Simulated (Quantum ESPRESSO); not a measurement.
# BaTiO3 (Barioperovskite) (Amm2) in Quantum ESPRESSO: further runs

The runs below take BaTiO3 (Barioperovskite) through dielectric tensor, with LDA, PBEsol, WC, BLYP.

All numbers are computed with Quantum ESPRESSO 7.5; they aren't measurements. Logs are shortened: lines on timing, memory, paths and dates and some standing lists are left out, and cuts for length are marked.

### Step 1. The crystal as given

The structure is orthorhombic, space group Amm2 (No. 38). The conventional cell has a = 3.986 Å, b = 5.674 Å, c = 5.690 Å, α = 90.00°, β = 90.00°, γ = 90.00°. Ba (site symmetry mm2) has 12 O at 2.77 to 2.92 Å as nearest neighbours. Ti (site symmetry mm2) has 6 O at 1.93 to 2.09 Å as nearest neighbours. O (site symmetry m) has 2 Ti at 1.93 to 2.09 Å as nearest neighbours. O (site symmetry mm2) is surrounded by 2 Ti at 2.00 Å.

### Step 2. Dielectric tensor, LDA

File pw.in:

```
&CONTROL
  calculation = 'scf'
  prefix = 'pwscf'
  outdir = './tmp'
  pseudo_dir = './pseudo'
  tprnfor = .true.
  tstress = .true.
  disk_io = 'low'
/
&SYSTEM
  ibrav = 0
  celldm(1) = 8
  nat = 5
  ntyp = 3
  ecutwfc = 45
  ecutrho = 360
  nbnd = 28
  occupations = 'smearing'
  smearing = 'fd'
  degauss = 0.00367493
/
&ELECTRONS
  conv_thr = 1d-09
  electron_maxstep = 120
  mixing_beta = 0.5
/
ATOMIC_SPECIES
Ba   137.3270 ba_lda_v1.uspp.F.UPF
Ti    47.8670 ti_lda_v1.4.uspp.F.UPF
O     15.9990 o_lda_v1.2.uspp.F.UPF
CELL_PARAMETERS alat
  0.9414379337120   0.0000000000000   0.0000000000000
  0.0000000000000   0.6701205053689   0.6720692854349
  0.0000000000000  -0.6701205053689   0.6720692854349
ATOMIC_POSITIONS crystal
Ba     0.0000000000    0.0000000000    0.0000000000
Ti     0.5000000000    0.5124000000    0.5124000000
O      0.5000000000    0.9918400000    0.5052400000
O      0.5000000000    0.5052400000    0.9918400000
O      0.0000000000    0.4874000000    0.4874000000
K_POINTS automatic
4 4 4 1 1 1
```

File scf2.in:

```
&CONTROL
  calculation = 'scf'
  prefix = 'pwscf'
  outdir = './tmp'
  pseudo_dir = './pseudo'
  tprnfor = .true.
  tstress = .true.
  disk_io = 'low'
/
&SYSTEM
  ibrav = 0
  celldm(1) = 8
  nat = 5
  ntyp = 3
  ecutwfc = 45
  ecutrho = 360
  nbnd = 28
  occupations = 'fixed'
/
&ELECTRONS
  conv_thr = 1d-13
  electron_maxstep = 120
  mixing_beta = 0.5
  startingpot = 'file'
  startingwfc = 'file'
/
ATOMIC_SPECIES
Ba   137.3270 ba_lda_v1.uspp.F.UPF
Ti    47.8670 ti_lda_v1.4.uspp.F.UPF
O     15.9990 o_lda_v1.2.uspp.F.UPF
CELL_PARAMETERS alat
  0.9414379337120   0.0000000000000   0.0000000000000
  0.0000000000000   0.6701205053689   0.6720692854349
  0.0000000000000  -0.6701205053689   0.6720692854349
ATOMIC_POSITIONS crystal
Ba     0.0000000000    0.0000000000    0.0000000000
Ti     0.5000000000    0.5124000000    0.5124000000
O      0.5000000000    0.9918400000    0.5052400000
O      0.5000000000    0.5052400000    0.9918400000
O      0.0000000000    0.4874000000    0.4874000000
K_POINTS automatic
4 4 4 1 1 1
```

File ph.in:

```
dielectric of BaTiO3
&INPUTPH
  prefix = 'pwscf'
  outdir = './tmp'
  tr2_ph = 1d-18
  fildyn = 'dyn'
  niter_ph = 90
  alpha_mix(1) = 0.7
  epsil = .true.
  trans = .false.
  zeu = .true.
/
0.0000000000 0.0000000000 0.0000000000
```

Potentials or basis: GBRV 1.5 LDA.

On the command line:

```sh
> OMP_NUM_THREADS=1 pw.x -in pw.in > pw.out
> OMP_NUM_THREADS=1 pw.x -in scf2.in > scf2.out
> OMP_NUM_THREADS=1 ph.x -in ph.in > ph.out
```

pw.out:

```text
This program is part of the open-source Quantum ESPRESSO suite
     for quantum simulation of materials; please cite
[... 9 lines left out ...]
     --------------------
     sticks:   dense  smooth     PW     G-vecs:    dense   smooth      PW
     Sum        1637     817    241                50085    17725    2801

     Using Slab Decomposition

     bravais-lattice index     =            0
     lattice parameter (alat)  =       8.0000  a.u.
     unit-cell volume          =     434.1688 (a.u.)^3
     number of atoms/cell      =            5
     number of atomic types    =            3
     number of electrons       =        40.00
     number of Kohn-Sham states=           28
     kinetic-energy cutoff     =      45.0000  Ry
     charge density cutoff     =     360.0000  Ry
     scf convergence threshold =      1.0E-09
     mixing beta               =       0.5000
     number of iterations used =            8  plain     mixing
     Exchange-correlation= SLA  PZ   NOGX NOGC
                           (   1   1   0   0   0   0   0)

     celldm(1)=   8.000000  celldm(2)=   0.000000  celldm(3)=   0.000000
     celldm(4)=   0.000000  celldm(5)=   0.000000  celldm(6)=   0.000000

     crystal axes: (cart. coord. in units of alat)
               a(1) = (   0.941438   0.000000   0.000000 )
               a(2) = (   0.000000   0.670121   0.672069 )
               a(3) = (   0.000000  -0.670121   0.672069 )

     reciprocal axes: (cart. coord. in units 2 pi/alat)
               b(1) = (  1.062205  0.000000 -0.000000 )
               b(2) = ( -0.000000  0.746134  0.743971 )
               b(3) = (  0.000000 -0.746134  0.743971 )

     PseudoPot. # 1 for Ba read from file:
     ba_lda_v1.uspp.F.UPF
     Pseudo is Ultrasoft + core correction, Zval = 10.0
     Generated by new atomic code, or converted to UPF format
     Using radial grid of  907 points,  7 beta functions with:
                l(1) =   0
                l(2) =   0
                l(3) =   1
                l(4) =   1
                l(5) =   2
                l(6) =   2
                l(7) =   3
     Q(r) pseudized with  6 coefficients,  rinner =    1.700   1.700   1.700
                                                       1.700   1.700   1.700
                                                       1.700

     PseudoPot. # 2 for Ti read from file:
     ti_lda_v1.4.uspp.F.UPF
     Pseudo is Ultrasoft + core correction, Zval = 12.0
     Generated by new atomic code, or converted to UPF format
     Using radial grid of  851 points,  6 beta functions with:
                l(1) =   0
                l(2) =   0
                l(3) =   1
                l(4) =   1
                l(5) =   2
                l(6) =   2
     Q(r) pseudized with  6 coefficients,  rinner =    1.000   1.000   1.000
                                                       1.000   1.000

     PseudoPot. # 3 for O  read from file:
     o_lda_v1.2.uspp.F.UPF
     Pseudo is Ultrasoft + core correction, Zval =  6.0
     Generated by new atomic code, or converted to UPF format
     Using radial grid of  737 points,  5 beta functions with:
                l(1) =   0
                l(2) =   0
                l(3) =   1
                l(4) =   1
                l(5) =   2
     Q(r) pseudized with  8 coefficients,  rinner =    0.900   0.900   0.900
                                                       0.900   0.900

     atomic species   valence    mass     pseudopotential
     Ba               10.00   137.32700     Ba( 1.00)
     Ti               12.00    47.86700     Ti( 1.00)
     O                 6.00    15.99900     O ( 1.00)

      4 Sym. Ops. (no inversion) found

   Cartesian axes

     site n.     atom                  positions (alat units)
         1        Ba     tau(   1) = (   0.0000000   0.0000000   0.0000000  )
         2        Ti     tau(   2) = (   0.4707190   0.0000000   0.6887366  )
         3        O      tau(   3) = (   0.4707190   0.3260806   1.0061415  )
         4        O      tau(   4) = (   0.4707190  -0.3260806   1.0061415  )
         5        O      tau(   5) = (   0.0000000   0.0000000   0.6551331  )

     number of k points=    12  Fermi-Dirac smearing, width (Ry)=  0.0037
                       cart. coord. in units 2pi/alat
        k(    1) = (   0.1327756   0.0000000   0.1859927), wk =   0.1250000
        k(    2) = (   0.1327756  -0.1865336   0.3719855), wk =   0.2500000
        k(    3) = (   0.1327756   0.3730672  -0.1859927), wk =   0.2500000
        k(    4) = (   0.1327756   0.1865336   0.0000000), wk =   0.1250000
        k(    5) = (   0.1327756   0.0000000   0.5579782), wk =   0.1250000
        k(    6) = (   0.1327756   0.5596008  -0.0000000), wk =   0.1250000
        k(    7) = (   0.3983268   0.0000000   0.1859927), wk =   0.1250000
        k(    8) = (   0.3983268  -0.1865336   0.3719855), wk =   0.2500000
        k(    9) = (   0.3983268   0.3730672  -0.1859927), wk =   0.2500000
        k(   10) = (   0.3983268   0.1865336   0.0000000), wk =   0.1250000
        k(   11) = (   0.3983268   0.0000000   0.5579782), wk =   0.1250000
        k(   12) = (   0.3983268   0.5596008  -0.0000000), wk =   0.1250000

     Dense  grid:    50085 G-vectors     FFT dimensions: (  45,  45,  45)

     Smooth grid:    17725 G-vectors     FFT dimensions: (  36,  36,  36)

     Check: negative core charge=   -0.000007

     Initial potential from superposition of free atoms

     starting charge      38.9872, renormalised to      40.0000

     negative rho (up, down):  1.012E-01 0.000E+00
     Starting wfcs are   35 randomized atomic wfcs

     Self-consistent Calculation

     iteration #  1     ecut=    45.00 Ry     beta= 0.50
     Davidson diagonalization with overlap
     ethr =  1.00E-02,  avg # of iterations =  2.0

     negative rho (up, down):  9.547E-02 0.000E+00

     total energy              =    -286.90326472 Ry
     estimated scf accuracy    <       0.71462811 Ry

     iteration #  2     ecut=    45.00 Ry     beta= 0.50
     Davidson diagonalization with overlap
     ethr =  1.79E-03,  avg # of iterations =  2.0

     negative rho (up, down):  9.416E-02 0.000E+00

     total energy              =    -286.69016764 Ry
     estimated scf accuracy    <       3.02588506 Ry

     iteration #  3     ecut=    45.00 Ry     beta= 0.50
     Davidson diagonalization with overlap
     ethr =  1.79E-03,  avg # of iterations =  2.0

     negative rho (up, down):  9.254E-02 0.000E+00

     total energy              =    -287.20342800 Ry
     estimated scf accuracy    <       0.10514251 Ry

     iteration #  4     ecut=    45.00 Ry     beta= 0.50
     Davidson diagonalization with overlap
     ethr =  2.63E-04,  avg # of iterations =  1.2

     negative rho (up, down):  9.049E-02 0.000E+00

     total energy              =    -287.19980817 Ry
     estimated scf accuracy    <       0.02642130 Ry

     iteration #  5     ecut=    45.00 Ry     beta= 0.50
     Davidson diagonalization with overlap
     ethr =  6.61E-05,  avg # of iterations =  5.8

     negative rho (up, down):  9.036E-02 0.000E+00

     total energy              =    -287.20438269 Ry
     estimated scf accuracy    <       0.00075882 Ry

     iteration #  6     ecut=    45.00 Ry     beta= 0.50
     Davidson diagonalization with overlap
     ethr =  1.90E-06,  avg # of iterations =  5.6

     negative rho (up, down):  9.026E-02 0.000E+00

     total energy              =    -287.20442478 Ry
     estimated scf accuracy    <       0.00026497 Ry

     iteration #  7     ecut=    45.00 Ry     beta= 0.50
     Davidson diagonalization with overlap
     ethr =  6.62E-07,  avg # of iterations =  1.0

     negative rho (up, down):  9.022E-02 0.000E+00

     total energy              =    -287.20447200 Ry
     estimated scf accuracy    <       0.00000907 Ry

     iteration #  8     ecut=    45.00 Ry     beta= 0.50
     Davidson diagonalization with overlap
     ethr =  2.27E-08,  avg # of iterations =  2.0

     negative rho (up, down):  9.022E-02 0.000E+00

     total energy              =    -287.20447392 Ry
     estimated scf accuracy    <       0.00000021 Ry

     iteration #  9     ecut=    45.00 Ry     beta= 0.50
     Davidson diagonalization with overlap
     ethr =  5.16E-10,  avg # of iterations =  2.0

     negative rho (up, down):  9.022E-02 0.000E+00

     total energy              =    -287.20447396 Ry
     estimated scf accuracy    <          3.6E-09 Ry

     iteration # 10     ecut=    45.00 Ry     beta= 0.50
     Davidson diagonalization with overlap
     ethr =  8.92E-12,  avg # of iterations =  2.9

     negative rho (up, down):  9.022E-02 0.000E+00

     End of self-consistent calculation

          k = 0.1328 0.0000 0.1860 (  2210 PWs)   bands (ev):

   -45.8964 -22.4665 -22.4657 -22.4512 -14.5985  -6.5526  -5.8471  -5.8271
     0.1868   0.1911   0.4539   7.0866   7.4626   7.4788   8.1496   8.1809
     8.8055   8.9755   9.4719   9.4731  12.2846  12.3399  12.4090  14.7007
    14.7695  15.7265  15.8143  17.8730

          k = 0.1328-0.1865 0.3720 (  2211 PWs)   bands (ev):

   -45.8959 -22.5012 -22.4644 -22.4495 -14.5227  -6.6220  -5.7914  -5.6838
     0.2040   0.3309   0.5769   6.1488   6.9952   7.2445   7.3727   7.7146
     8.4794   8.8461   9.0216   9.1439  12.4352  13.3201  13.3445  14.7364
    16.1350  16.9495  17.4120  18.6489

          k = 0.1328 0.3731-0.1860 (  2210 PWs)   bands (ev):

   -45.8959 -22.5012 -22.4644 -22.4495 -14.5226  -6.6223  -5.7980  -5.6785
     0.2031   0.3350   0.5789   6.1451   6.9806   7.2343   7.4130   7.7003
     8.4905   8.8298   9.0258   9.1439  12.4327  13.3174  13.3442  14.7384
    16.1333  16.9465  17.4039  18.6307

          k = 0.1328 0.1865 0.0000 (  2216 PWs)   bands (ev):

   -45.8964 -22.4669 -22.4653 -22.4512 -14.5984  -6.5524  -5.8667  -5.8093
     0.1723   0.2125   0.4519   7.0830   7.4479   7.4836   8.1250   8.2369
     8.7965   8.9450   9.4562   9.5131  12.2667  12.3308  12.4229  14.7023
    14.7713  15.7226  15.8113  17.8574

          k = 0.1328 0.0000 0.5580 (  2218 PWs)   bands (ev):

   -45.8954 -22.4991 -22.4985 -22.4479 -14.4659  -6.2913  -5.8020  -5.7274
     0.0924   0.1264   0.4907   5.9292   6.3806   6.3838   7.2704   7.4548
     8.0930   8.9047   9.1686   9.6850  13.3919  13.4208  13.7256  15.3631
    17.1819  17.6533  18.1641  18.7909

          k = 0.1328 0.5596-0.0000 (  2216 PWs)   bands (ev):

   -45.8954 -22.4996 -22.4981 -22.4479 -14.4657  -6.2900  -5.8230  -5.7092
     0.0864   0.1382   0.4895   5.9245   6.3211   6.4504   7.2297   7.4982
     8.0934   8.9185   9.1479   9.6805  13.3682  13.4438  13.7265  15.3584
    17.1784  17.6407  18.1662  18.8212

          k = 0.3983 0.0000 0.1860 (  2206 PWs)   bands (ev):

   -45.8959 -22.4893 -22.4648 -22.4637 -14.5180  -6.6227  -5.8015  -5.6599
     0.2082   0.3178   0.5716   6.1370   6.9976   7.2487   7.4205   7.6829
     8.4671   8.8112   9.0510   9.0864  12.4237  13.3122  13.3624  14.6756
    16.0616  17.0435  17.4168  18.6343

          k = 0.3983-0.1865 0.3720 (  2213 PWs)   bands (ev):

   -45.8954 -22.4986 -22.4869 -22.4626 -14.4618  -6.2936  -5.7895  -5.7138
     0.0634   0.1197   0.4758   5.9139   6.3008   6.4878   7.3236   7.4504
     8.0265   8.9015   9.1473   9.7263  13.3685  13.4430  13.7252  15.2475
    17.1705  17.7177  18.2247  18.7665

          k = 0.3983 0.3731-0.1860 (  2212 PWs)   bands (ev):

   -45.8954 -22.4987 -22.4869 -22.4626 -14.4617  -6.2922  -5.7943  -5.7124
     0.0559   0.1279   0.4822   5.9091   6.3024   6.4862   7.3272   7.4457
     8.0309   8.8990   9.1434   9.7251  13.3581  13.4434  13.7282  15.2517
    17.1537  17.7219  18.2190  18.7761

          k = 0.3983 0.1865 0.0000 (  2204 PWs)   bands (ev):

   -45.8959 -22.4893 -22.4650 -22.4635 -14.5179  -6.6218  -5.8038  -5.6606
     0.2073   0.3267   0.5702   6.1351   7.0031   7.2437   7.4128   7.6957
     8.4437   8.8027   9.0283   9.1356  12.4056  13.2964  13.3797  14.6809
    16.0609  17.0304  17.4162  18.6429

          k = 0.3983 0.0000 0.5580 (  2226 PWs)   bands (ev):

   -45.8949 -22.4971 -22.4963 -22.4850 -14.4123  -5.9120  -5.6804  -5.6620
    -0.3687  -0.3443  -0.0468   5.8235   6.3837   6.4008   7.1188   7.5391
     7.5647   9.5672   9.6007   9.7678  13.8655  13.9154  13.9162  16.9093
    16.9491  17.4663  17.6891  17.6992

          k = 0.3983 0.5596-0.0000 (  2228 PWs)   bands (ev):

   -45.8949 -22.4974 -22.4960 -22.4850 -14.4122  -5.9060  -5.7084  -5.6422
    -0.3872  -0.3206  -0.0462   5.8160   6.3722   6.4285   7.0996   7.5489
     7.5674   9.5604   9.6012   9.7611  13.8573  13.9152  13.9216  16.8223
    17.0209  17.4971  17.6288  17.7559

     the Fermi energy is    11.1065 ev

!    total energy              =    -287.20447396 Ry
     estimated scf accuracy    <          5.1E-10 Ry
     smearing contrib. (-TS)   =      -0.00000000 Ry
     internal energy E=F+TS    =    -287.20447396 Ry

     The total energy is F=E-TS. E is the sum of the following terms:
     one-electron contribution =     -72.86080537 Ry
     hartree contribution      =      59.90833916 Ry
     xc contribution           =     -67.33444006 Ry
     ewald contribution        =    -206.91756770 Ry

     convergence has been achieved in  10 iterations

     negative rho (up, down):  9.022E-02 0.000E+00

     Forces acting on atoms (cartesian axes, Ry/au):

     atom    1 type  1   force =     0.00000000   -0.00000000    0.00613987
     atom    2 type  2   force =     0.00000000    0.00000000    0.00585310
     atom    3 type  3   force =     0.00000000   -0.00189896   -0.01096028
     atom    4 type  3   force =     0.00000000    0.00189896   -0.01096028
     atom    5 type  3   force =     0.00000000    0.00000000    0.00992759

     Total force =     0.020445     Total SCF correction =     0.000009

     Computing stress (Cartesian axis) and pressure

     negative rho (up, down):  9.022E-02 0.000E+00
          total   stress  (Ry/bohr**3)                   (kbar)     P=      -74.53
  -0.00049632  -0.00000000   0.00000000          -73.01       -0.00        0.00
  -0.00000000  -0.00049102  -0.00000000           -0.00      -72.23       -0.00
   0.00000000  -0.00000000  -0.00053269            0.00       -0.00      -78.36

=------------------------------------------------------------------------------=
   JOB DONE.
=------------------------------------------------------------------------------=
```

It took 14 min on 1 thread of Intel Xeon at 2.50GHz (Skylake/Cascade Lake), shared host; peak memory 0.37 GiB.

What came out:

```
Free energy                             : -3907.6159 eV
Pressure                                : -7.5 GPa
Largest force                           : 0.286 eV/Å
Electronic dielectric tensor (diagonal) : 6.67, 6.27, 6.19
Born charges (mean of the diagonal)     : Ba +2.76; Ti +6.85; O -3.12, -3.26 e
```

Forces in eV/Å, atoms in the order of the input:
```
Ba   0.000  0.000  0.158
Ti   0.000  0.000  0.150
O    0.000 -0.049 -0.282
O    0.000  0.049 -0.282
O    0.000  0.000  0.255
```

Stress tensor (GPa, compression positive):
```
-7.31  0.00  0.00
 0.00 -7.23  0.00
 0.00  0.00 -7.84
```

Levels at points of the mesh, in eV from the valence-band top:
```csv
k point,band 16,band 17,band 18,band 19,band 20,band 21,band 22,band 23,band 24,band 25
"(0.12, 0.12, 0.12)",-1.59,-0.96,-0.79,-0.30,-0.29,2.52,2.57,2.64,4.93,5.00
```

Electronic dielectric tensor:
```
6.67 0.00 0.00
0.00 6.27 0.00
0.00 0.00 6.19
```

Born effective charge tensors (e):
atom 1, Ba
```
2.75 0.00 0.00
0.00 2.76 0.00
0.00 0.00 2.78
```
atom 2, Ti
```
7.13 0.00 0.00
0.00 6.79 0.00
0.00 0.00 6.64
```
atom 3, O
```
-2.09  0.00  0.00
 0.00 -3.68 -1.63
 0.00 -1.54 -3.60
```
atom 4, O
```
-2.09  0.00  0.00
 0.00 -3.68  1.63
 0.00  1.54 -3.60
```
atom 5, O
```
-5.67  0.00  0.00
 0.00 -2.04  0.00
 0.00  0.00 -2.07
```

Caveat: the mesh is thin for the dielectric tensor, Born charges and intensities, which usually come out too large; the cell is more than 3 GPa from zero pressure, which shifts response properties; the Born charges break their sum rule by 0.11 e, a sign of too thin a mesh. The run has no spin-orbit coupling, so splittings on Ba are missing.

(Part 1 of 3 ends here.)
